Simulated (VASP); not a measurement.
# Fe (Fmmm) in VASP: further runs

Runs on Fe. Level: PBEsol. Tasks: single point.

Program: VASP 6.6.1. These are calculated values, not measurements. Logs are shortened: lines on timing, memory, paths and dates and some standing lists are left out, and cuts for length are marked.

**1. The crystal as given**

It takes space group Fmmm (No. 69, orthorhombic). The conventional cell has a = 2.997 Å, b = 3.883 Å, c = 3.930 Å, α = 90.00°, β = 90.00°, γ = 90.00°. Around Fe (site symmetry mmm) lie 12 Fe at 2.45 to 2.76 Å.

**2. Single point, PBEsol, collinear spin, ferromagnetic start**

The input, INCAR:

```
SYSTEM = Fe
ADDGRID = .False.
ALGO = Normal
EDIFF = 1E-6
ENCUT = 450
GGA = PS
ISIF = 2
ISMEAR = -1
ISPIN = 2
LASPH = .True.
LCHARG = .False.
LMAXMIX = 4
LORBIT = 11
LREAL = .False.
LWAVE = .False.
MAGMOM = 3
NELM = 100
PREC = Accurate
SIGMA = 0.02
```

The input, KPOINTS:

```
k-points
0
Gamma
  14 14 14
  0 0 0
```

The input, POSCAR:

```
Fe
1.0
    0.0000000000      1.9417396906      1.9651051623
    1.4984397099      0.0000000000      1.9651051623
    1.4984397099      1.9417396906      0.0000000000
Fe
1
Direct
    0.0000000000      0.0000000000      0.0000000000
```

Potentials or basis: VASP PAW PBE potentials, release 64 (Fe).

Started as:

```console
$ cat potpaw_PBE.64/Fe/POTCAR > POTCAR
$ mpirun -np 1 vasp_std > vasp.out
```

OUTCAR:

```text
SYSTEM = Fe
   EDIFF = 1E-6
   ENCUT = 450
   GGA = PS
   ISIF = 2
   ISMEAR = -1
   ISPIN = 2
   LASPH = .True.
   LORBIT = 11
   LREAL = .False.
   NELM = 100
   PREC = Accurate

 Found    428 irreducible k-points:

 Following reciprocal coordinates:
            Coordinates               Weight
  0.000000  0.000000  0.000000      1.000000
  0.071429 -0.000000 -0.000000      8.000000
  0.142857  0.000000 -0.000000      8.000000
  0.214286  0.000000 -0.000000      8.000000
  0.285714  0.000000  0.000000      8.000000
  0.357143  0.000000 -0.000000      8.000000
   k-points           NKPTS =    428   k-points in BZ     NKDIM =    428   number of bands    NBANDS=     10
   number of dos      NEDOS =    301   number of ions     NIONS =      1
   total plane-waves  NPLWV =   6480
   dimension x,y,z NGX =    20 NGY =   18 NGZ =   18
   dimension x,y,z NGXF=    40 NGYF=   36 NGZF=   36
   ions per type =               1
   NGX,Y,Z   is equivalent  to a cutoff of  12.04, 12.11, 12.20 a.u.
   NGXF,Y,Z  is equivalent  to a cutoff of  24.07, 24.22, 24.40 a.u.
 SYSTEM =  Fe
   PREC   = accura    normal or accurate (medium, high low for compatibility)
   ISTART =      0    job   : 0-new  1-cont  2-samecut
   ICHARG =      2    charge: 1-file 2-atom 10-const
   ISPIN  =      2    spin polarized calculation?
   LNONCOLLINEAR =      F non collinear calculations
   LSORBIT =      F    spin-orbit coupling
   LASPH  =      T    aspherical Exc in radial PAW
   ENCUT  =  450.0 eV  33.07 Ry    5.75 a.u.   4.78  4.27  4.24*2*pi/ulx,y,z
   NELM   =    100;   NELMIN=  2; NELMDL= -5     # of ELM steps
   EDIFF  = 0.1E-05   stopping-criterion for ELM
   LREAL  =      F    real-space projection
   EDIFFG = 0.1E-04   stopping-criterion for IOM
   NSW    =      0    number of steps for IOM
   IBRION =     -1    ionic relax: 0-MD 1-quasi-New 2-CG
   NFREE  =      0    steps in history (QN), initial steepest desc. (CG)
   ISIF   =      2    stress and relaxation
   ISYM   =      2    0-nonsym 1-usesym 2-fastsym
   POTIM  = 0.5000    time-step for ionic-motion
   TEBEG  =    0.0;   TEEND  =   0.0 temperature during run
   PSTRESS=    0.0 pullay stress
   NELECT =       8.0000    total number of electrons
   NUPDOWN=      -1.0000    fix difference up-down
   EMIN   =  10.00;   EMAX   =-10.00  energy-range for DOS
   EFERMI =   0.00;   METHOD = LEGACY
   ISMEAR =    -1;   SIGMA  =   0.02  broadening in eV -4-tet -1-fermi 0-gaus
   EFERMI_NEDOS =   21; number of points for ismear=-14 and -15
   IALGO  =     38    algorithm
   IMIX   =      4    mixing-type and parameters
     AMIX     =   0.40;   BMIX     =  1.00
     AMIX_MAG =   1.60;   BMIX_MAG =  1.00
  volume/ion in A,a.u.               =      11.44        77.17
  Fermi-wavevector in a.u.,A,eV,Ry     =   1.453303  2.746344 28.736719  2.112089
  Thomas-Fermi vector in A             =   2.570585
   LORBIT       =     11    0 simple, 1 ext, 2 COOP (PROOUT), +10 PAW based schemes
   GGA     = PS    functional components
   LHFCALC =     F    Hartree Fock is set to
   AEXX    =    0.0000 exact exchange contribution
   IVDW    =     0    specifies the selected vdW correction
   LEPSILON=     F    determine dielectric tensor
   LRPA    =     F    only Hartree local field effects (RPA)
 spin polarized calculation
  energy-cutoff  :      450.00
  volume of cell :       11.44
 maximum number of plane-waves:       261
   NGX =  9   NGY =  9   NGZ =  9

 number of electron       7.9999998 magnetization       2.2123622

 Free energy of the ion-electron system (eV)
  ---------------------------------------------------
  ext. energy  EPLUGINS =         0.00000000
  ---------------------------------------------------
  free energy    TOTEN  =        -8.87973338 eV

  energy without entropy =       -8.87827693  energy(sigma->0) =       -8.87900515

 E-fermi :   5.5826     XC(G=0): -13.2402

 val. band max:        5.5812891717   @ k =  -0.2857   0.4286   0.1429
 cond. band min:       5.5834159974   @ k =  -0.0714   0.4286   0.3571
 fundamental gap:      0.0021268256
 Fermi energy:         5.5825730283

 spin component 1

 k-point     1 :       0.0000    0.0000    0.0000
  band No.  band energies     occupation
      1      -2.8838      1.00000
      2       3.1417      1.00000
      3       3.2319      1.00000
      4       3.5731      1.00000
      5       4.3044      1.00000
      6       4.6983      1.00000
      7      29.3864      0.00000
      8      30.8623      0.00000
      9      31.1246      0.00000
     10      35.0606      0.00000

 k-point     2 :       0.0714   -0.0000   -0.0000
  band No.  band energies     occupation
      1      -2.6787      1.00000
      2       3.1546      1.00000
      3       3.2418      1.00000
      4       3.6056      1.00000
      5       4.2725      1.00000
      6       4.6740      1.00000
      7      28.5487      0.00000
      8      30.1490      0.00000
      9      30.8363      0.00000
     10      34.3135      0.00000

 k-point     3 :       0.1429    0.0000   -0.0000
  band No.  band energies     occupation
      1      -2.0845      1.00000
      2       3.1273      1.00000
      3       3.1839      1.00000
      4       3.8296      1.00000
      5       4.2096      1.00000
      6       4.6300      1.00000
      7      25.8122      0.00000
      8      29.1165      0.00000
      9      30.4213      0.00000
     10      33.5252      0.00000

 k-point     4 :       0.2143    0.0000   -0.0000
  band No.  band energies     occupation
      1      -1.1822      1.00000
      2       2.9798      1.00000
      3       3.0918      1.00000
      4       4.1951      1.00000
      5       4.2713      1.00000
      6       4.6114      1.00000
      7      22.5076      0.00000
      8      27.7849      0.00000
      9      29.9191      0.00000
     10      31.7100      0.00000

 k-point     5 :       0.2857    0.0000    0.0000
  band No.  band energies     occupation
      1      -0.1890      1.00000
      2       2.7726      1.00000
      3       3.1765      1.00000
      4       4.2388      1.00000
      5       4.6465      1.00000
      6       4.8210      1.00000
      7      19.2144      0.00000
      8      26.4487      0.00000
      9      29.0880      0.00000
     10      30.2973      0.00000

 k-point     6 :       0.3571    0.0000   -0.0000
  band No.  band energies     occupation
      1       0.4722      1.00000
      2       2.5848      1.00000
      3       3.8017      1.00000
      4       4.3169      1.00000
      5       4.7405      1.00000
      6       5.3585      0.99999
      7      16.1729      0.00000
      8      25.3708      0.00000
      9      27.8286      0.00000
     10      29.7968      0.00000

 [... further k-points ...]

 spin component 2

 k-point     1 :       0.0000    0.0000    0.0000
  band No.  band energies     occupation
      1      -2.6218      1.00000
      2       5.0198      1.00000
      3       5.1588      1.00000
      4       5.6466      0.03911
      5       6.8515      0.00000
      6       7.4399      0.00000
      7      29.2710      0.00000
      8      30.7990      0.00000
      9      31.0916      0.00000
     10      35.4945      0.00000

 k-point     2 :       0.0714   -0.0000   -0.0000
  band No.  band energies     occupation
      1      -2.4156      1.00000
      2       5.0304      1.00000
      3       5.1670      1.00000
      4       5.6749      0.00977
      5       6.8081      0.00000
      6       7.4096      0.00000
      7      28.6292      0.00000
      8      30.1532      0.00000
      9      30.8727      0.00000
     10      34.8711      0.00000

 k-point     3 :       0.1429    0.0000   -0.0000
  band No.  band energies     occupation
      1      -1.8145      1.00000
      2       4.9946      1.00000
      3       5.1033      1.00000
      4       5.8903      0.00000
      5       6.7125      0.00000
      6       7.3515      0.00000
      7      26.2435      0.00000
      8      29.1722      0.00000
      9      30.6292      0.00000
     10      34.1067      0.00000

 k-point     4 :       0.2143    0.0000   -0.0000
  band No.  band energies     occupation
      1      -0.8798      1.00000
      2       4.8583      1.00000
      3       4.9202      1.00000
      4       6.3570      0.00000
      5       6.6547      0.00000
      6       7.3172      0.00000
      7      23.1594      0.00000
      8      27.9160      0.00000
      9      30.3285      0.00000
     10      32.4301      0.00000

 k-point     5 :       0.2857    0.0000    0.0000
  band No.  band energies     occupation
      1       0.2480      1.00000
      2       4.6405      1.00000
      3       4.7835      1.00000
      4       6.6745      0.00000
      5       6.9582      0.00000
      6       7.3334      0.00000
      7      20.0416      0.00000
      8      26.5957      0.00000
      9      29.7471      0.00000
     10      30.8421      0.00000

 k-point     6 :       0.3571    0.0000   -0.0000
  band No.  band energies     occupation
      1       1.2719      1.00000
      2       4.4244      1.00000
      3       4.9585      1.00000
      4       6.7218      0.00000
      5       7.3963      0.00000
      6       7.5603      0.00000
      7      17.1864      0.00000
      8      25.5036      0.00000
      9      28.5113      0.00000
     10      30.3457      0.00000

 [... further k-points ...]

------------------------ aborting loop because EDIFF is reached ----------------------------------------

  FORCE on cell =-STRESS in cart. coord.  units (eV):
  Direction    XX          YY          ZZ          XY          YZ          ZX
  --------------------------------------------------------------------------------------
  -------------------------------------------------------------------------------------
  Total       -1.1588365     -0.4477446     -0.5815149      0.0000000      0.0000000      0.0000000
  in kB     -162.3628559    -62.7328222    -81.4751786      0.0000000      0.0000000      0.0000000
  external PRESSURE =    -102.1902856 kB  Pullay stress =       0.0000000 kB

 VOLUME and BASIS-vectors are now :
 -----------------------------------------------------------------------------
  energy-cutoff  :      450.00
  volume of cell :       11.44
      direct lattice vectors                 reciprocal lattice vectors
     0.000000000  1.941739691  1.965105162    -0.333680426  0.257501045  0.254439309
     1.498439710  0.000000000  1.965105162     0.333680426 -0.257501045  0.254439309
     1.498439710  1.941739691  0.000000000     0.333680426  0.257501045 -0.254439309

 POSITION                                       TOTAL-FORCE (eV/Angst)
 -----------------------------------------------------------------------------------
      0.00000      0.00000      0.00000         0.000000      0.000000      0.000000
 -----------------------------------------------------------------------------------
    total drift:                                0.000000      0.000000      0.000000

  FREE ENERGIE OF THE ION-ELECTRON SYSTEM (eV)
  ---------------------------------------------------
  free  energy   TOTEN  =        -8.8797333761 eV

  energy  without entropy=       -8.8782769328  energy(sigma->0) =       -8.87900515

 total charge

# of ion       s       p       d       tot
------------------------------------------
    1        0.489   0.540   6.231   7.259

 magnetization (x)

# of ion       s       p       d       tot
------------------------------------------
    1       -0.013  -0.049   2.265   2.203
```

Wall time 74 s (1 thread of Intel Xeon Platinum 8259CL at 2.50GHz (Skylake/Cascade Lake), shared host); peak memory 0.18 GiB.

The run converged, but some of its settings lie outside the range that counts as converged, so its numbers aren't taken as properties of the crystal.

What came out:

* Free energy: -8.8797 eV
* Pressure: -10.2 GPa
* Band gap on the k mesh: none (metal or under the smearing width)
* Net moment: 2.21 μB per cell
* Site moments: Fe +2.20 μB
* Valence electrons inside the program's atomic spheres: Fe 7.26

Caveat: the PAW data sets were made with another functional, which shifts forces and pressure a little.

**3. Single point, PBEsol, collinear spin, ferromagnetic start**

Changes to INCAR since step 2:

```diff
@@ -7,3 +7,3 @@
 ISIF = 2
-ISMEAR = -1
+ISMEAR = -5
 ISPIN = 2
@@ -18,2 +18,2 @@
 PREC = Accurate
-SIGMA = 0.02
+SIGMA = 0.15
```

KPOINTS is that of step 2.

POSCAR is that of step 2.

Potentials or basis: VASP PAW PBE potentials, release 64 (Fe).

Started as:

```console
$ cat potpaw_PBE.64/Fe/POTCAR > POTCAR
$ mpirun -np 1 vasp_std > vasp.out
```

OUTCAR:

```text
SYSTEM = Fe
   EDIFF = 1E-6
   ENCUT = 450
   GGA = PS
   ISIF = 2
   ISMEAR = -5
   ISPIN = 2
   LASPH = .True.
   LORBIT = 11
   LREAL = .False.
   NELM = 100
   PREC = Accurate

 Found    428 irreducible k-points:

 Following reciprocal coordinates:
            Coordinates               Weight
  0.000000  0.000000  0.000000      1.000000
  0.071429 -0.000000 -0.000000      8.000000
  0.142857  0.000000 -0.000000      8.000000
  0.214286  0.000000 -0.000000      8.000000
[... 245 lines left out ...]
  -------------------------------------------------------------------------------------
  Total       -1.0867054     -0.4875990     -0.5827422      0.0000000      0.0000000      0.0000000
  in kB     -152.2566672    -68.3167615    -81.6471369      0.0000000      0.0000000      0.0000000
  external PRESSURE =    -100.7401886 kB  Pullay stress =       0.0000000 kB

 VOLUME and BASIS-vectors are now :
 -----------------------------------------------------------------------------
  energy-cutoff  :      450.00
  volume of cell :       11.44
      direct lattice vectors                 reciprocal lattice vectors
     0.000000000  1.941739691  1.965105162    -0.333680426  0.257501045  0.254439309
     1.498439710  0.000000000  1.965105162     0.333680426 -0.257501045  0.254439309
     1.498439710  1.941739691  0.000000000     0.333680426  0.257501045 -0.254439309

 POSITION                                       TOTAL-FORCE (eV/Angst)
 -----------------------------------------------------------------------------------
      0.00000      0.00000      0.00000         0.000000      0.000000      0.000000
 -----------------------------------------------------------------------------------
    total drift:                                0.000000     -0.000000     -0.000000

  FREE ENERGIE OF THE ION-ELECTRON SYSTEM (eV)
  ---------------------------------------------------
  free  energy   TOTEN  =        -8.8795285167 eV

  energy  without entropy=       -8.8795285167  energy(sigma->0) =       -8.87952852

 total charge

# of ion       s       p       d       tot
------------------------------------------
    1        0.488   0.540   6.231   7.259

 magnetization (x)

# of ion       s       p       d       tot
------------------------------------------
    1       -0.014  -0.052   2.278   2.212
```

OSZICAR:

```text
N       E                     dE             d eps       ncg     rms          rms(c)
DAV:   1     0.149429320381E+02    0.14943E+02   -0.37554E+03 18220   0.877E+02
DAV:   2    -0.951508127321E+01   -0.24458E+02   -0.22716E+02 17324   0.123E+02
DAV:   3    -0.996179542550E+01   -0.44671E+00   -0.44522E+00 19084   0.216E+01
DAV:   4    -0.996363986417E+01   -0.18444E-02   -0.18413E-02 18386   0.126E+00
DAV:   5    -0.996365383416E+01   -0.13970E-04   -0.13958E-04 18734   0.107E-01    0.120E+01
DAV:   6    -0.897149485918E+01    0.99216E+00   -0.13090E+01 18622   0.540E+01    0.565E+00
DAV:   7    -0.889592324547E+01    0.75572E-01   -0.79171E-01 18796   0.129E+01    0.330E+00
DAV:   8    -0.888761665858E+01    0.83066E-02   -0.68946E-03 21154   0.622E-01    0.135E+00
DAV:   9    -0.887938795622E+01    0.82287E-02   -0.73254E-03 21924   0.562E-01    0.319E-01
DAV:  10    -0.887951270485E+01   -0.12475E-03   -0.10548E-03 18584   0.412E-01    0.821E-02
DAV:  11    -0.887952924698E+01   -0.16542E-04   -0.17203E-04 18812   0.152E-01    0.293E-02
DAV:  12    -0.887952851669E+01    0.73029E-06   -0.39536E-06 17382   0.262E-02
   1 F= -.88795285E+01 E0= -.88795285E+01  d E =0.000000E+00  mag=     2.2220
```

It took 66 s on 1 thread of Intel Xeon Platinum 8259CL at 2.50GHz (Skylake/Cascade Lake), shared host; peak memory 0.19 GiB.

These settings aren't checked as converged: the numbers below hold their error.

What came out:

- Free energy: -8.8795 eV
- Pressure: -10.1 GPa
- Band gap on the k mesh: none (metal or under the smearing width)
- Net moment: 2.22 μB per cell
- Site moments: Fe +2.21 μB
- Valence electrons inside the program's atomic spheres: Fe 7.26

Caveat: the PAW data sets were made with another functional, which shifts forces and pressure a little; tetrahedron occupations give inexact forces and stress in metals.

**4. For comparison**

An earlier run on the cell as given: functional PBE; potentials or basis VASP PAW PBE potentials, release 64 (Fe); cutoff 520 eV; k mesh 13 × 13 × 13; occupations fermi-dirac, width 0.05 eV; collinear spin, ferromagnetic start; starting moments [3.0] μB.

* Pressure: -1.0 GPa
* Band gap on the k mesh: none (metal or under the smearing width)
* Net moment: 2.20 μB per cell
* Site moments: Fe +2.19 μB
* Valence electrons inside the program's atomic spheres: Fe 7.26
